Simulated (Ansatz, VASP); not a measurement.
Given: the input of a run of VASP 6.6.1 on Te2Mo. 

The input INCAR:

```
ALGO     = Normal         # electronic algorithm
EDIFF    = 1E-6           # SCF threshold, eV
EDIFFG   = -0.005         # ionic threshold
ENCUT    = 600            # plane-wave cutoff, eV
GGA      = PE             # functional
IBRION   = 2              # ionic algorithm
ISIF     = 3              # what is computed and relaxed
ISMEAR   = -1             # smearing method
IVDW     = 12             # dispersion correction
LASPH    = T              # aspherical terms in the spheres
LCHARG   = F              # write CHGCAR
LREAL    = F              # projectors in reciprocal space
LWAVE    = F              # write WAVECAR
NELM     = 100            # most SCF steps
NSW      = 40             # ionic steps
PREC     = Accurate       # precision mode
SIGMA    = 0.05           # smearing width, eV
```

File KPOINTS:

```
k-points
0
Gamma
  9 9 2
```

POSCAR

```
Te2Mo
1.0
    3.5182000000      0.0000000000      0.0000000000
   -1.7591000000      3.0468505756      0.0000000000
    0.0000000000      0.0000000000     13.9736000000
Te Mo
4 2
Direct
    0.6666666667      0.3333333333      0.3790000000
    0.3333333333      0.6666666667      0.8790000000
    0.6666666667      0.3333333333      0.1210000000
    0.3333333333      0.6666666667      0.6210000000
    0.6666666667      0.3333333333      0.7500000000
    0.3333333333      0.6666666667      0.2500000000
```

Potentials or basis: VASP PAW PBE potentials, release 64 (Te, Mo_sv).

Run with:

```sh
$ cat potpaw_PBE.64/Te/POTCAR potpaw_PBE.64/Mo_sv/POTCAR > POTCAR
$ mpirun -np 1 vasp_std > vasp.out
```

Q: Translate it to Ansatz 0.2.0. Potentials or basis there: Ansatz PAW, cutoff 420 eV.

A: As run (cutoffs and basis follow the program's own potentials, and thresholds, step limits or extra output files can differ):

Contents of input.yaml:

```yaml
crystal:
  lattice:
    - [3.5182, 0.0, 0.0]
    - [-1.7591, 3.0468505756, 0.0]
    - [0.0, 0.0, 13.9736]
  atoms:
    - { symbol: Te, position: [0.6666666667, 0.3333333333, 0.379] }
    - { symbol: Te, position: [0.3333333333, 0.6666666667, 0.879] }
    - { symbol: Te, position: [0.6666666667, 0.3333333333, 0.121] }
    - { symbol: Te, position: [0.3333333333, 0.6666666667, 0.621] }
    - { symbol: Mo, position: [0.6666666667, 0.3333333333, 0.75] }
    - { symbol: Mo, position: [0.3333333333, 0.6666666667, 0.25] }
hamiltonian:
  xc: pbe
  pseudopotentials: { kind: paw }
  dispersion: d3bj
kpoints:
  mp_grid: { grid: [9, 9, 2] }
scf:
  occupations: { method: fermi_dirac, width: 0.05 }
output:
  forces: true
  stress: true
relax:
  f_tol: 0.01
  max_steps: 40
  cell: { stress_tol: 0.05 }
```

Potentials or basis: Ansatz PAW.

Launch:

```console
$ ansatz run input.yaml --threads 2 --pin off --max-ram 5632MiB --backend cpu --events-out ev --progress --plain --runs-dir out
```

Both were run:

|  | VASP | Ansatz |
| --- | --- | --- |
| Relaxed volume | 24.15 Å³/atom | 24.18 Å³/atom |
| Relaxed cell | a = 3.496 Å, b = 3.496 Å, c = 13.695 Å, α = 90.00°, β = 90.00°, γ = 120.00° | a = 3.496 Å, b = 3.496 Å, c = 13.702 Å, α = 90.00°, β = 90.00°, γ = 120.00° |
| Space group after relaxing | P6_3/mmc (No. 194) | P6_3/mmc (No. 194) |
| Pressure after relaxing | 0.0 GPa | 0.0 GPa |

Ansatz's pressure holds a Pulay term of +0.03 GPa for its cutoff of 420 eV, which the other run lacks.

The potentials hold 52 and 92 valence electrons a cell.

Where Ansatz's input types no cutoff or centring, it takes its own default and a Γ-centred mesh.

Pressure is positive in compression.
